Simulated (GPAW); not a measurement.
Wanted: an ASE script for a GPAW 26.7.0 run.

```
Task                : single point
Functional          : PBE
Potentials or basis : GPAW PAW data sets (gpaw-data 1.2.1)
Cutoff              : 600 eV
Basis               : pw
k mesh              : 8 × 8 × 8
Occupations         : fermi-dirac, width 0.05 eV
Spin                : no spin polarisation
Maxiter             : 120
Convergence         : default
```

The system is MgO.

```
Mg O
1.0
     2.93802    0.00000    0.00000
    -1.46901    2.54440    0.00000
     0.00000    0.00000    2.67968
Mg O
1 1
Direct
  0.00000 0.00000 0.00000
  0.33333 0.66667 0.50000
```

Measurements of this composition are mostly on another form, of space group No. 225.

These files were run (other wordings do the same):

run.py

```python
from ase import Atoms
from ase.dft.bandgap import bandgap
from ase.io import write
from ase.units import GPa
from gpaw import GPAW, PW

atoms = Atoms(['Mg', 'O'],
              cell=[[2.9380209034, 0.0, 0.0],
                    [-1.4690104517, 2.5444007392, 0.0],
                    [0.0, 0.0, 2.67968]],
              scaled_positions=[[0.0, 0.0, 0.0],
                                [0.3333333333, 0.6666666667, 0.5]],
              pbc=True)

calc = GPAW(mode=PW(600),
            xc='PBE',
            kpts={'size': (8, 8, 8), 'gamma': True},
            occupations={'name': 'fermi-dirac', 'width': 0.05},
            nbands=16,
            maxiter=120,
            txt='gpaw.txt')
atoms.calc = calc
energy = atoms.get_potential_energy()
forces = atoms.get_forces()
stress = atoms.get_stress()
calc.write('gs.gpw')
write('result.traj', atoms)
print(f'Energy: {energy:.6f} eV')
print('Forces (eV/A):')
print(forces.round(4))
print('Stress (GPa):', (stress / GPa).round(3))
print('Fermi level:', round(calc.get_fermi_level(), 4), 'eV')
print(f'Gap: {bandgap(calc)[0]:.4f} eV, direct: {bandgap(calc, direct=True)[0]:.4f} eV')
```

Potentials or basis: GPAW PAW data sets (gpaw-data 1.2.1), pw.

Launch:

```console
$ OMP_NUM_THREADS=1 python run.py
```

Results of the run:

* Pressure: -4.7 GPa
* Band gap on the k mesh: 3.04 eV, indirect (least direct gap 3.43 eV)

Caveat: the cutoff is short for stress and forces, so pressures can be off by a GPa or more.

Wall time 54 s on 1 thread of Intel(R) Xeon(R) Processor @ 2.50GHz (Skylake/Cascade Lake), with other jobs on the host, peak memory 0.14 GiB.
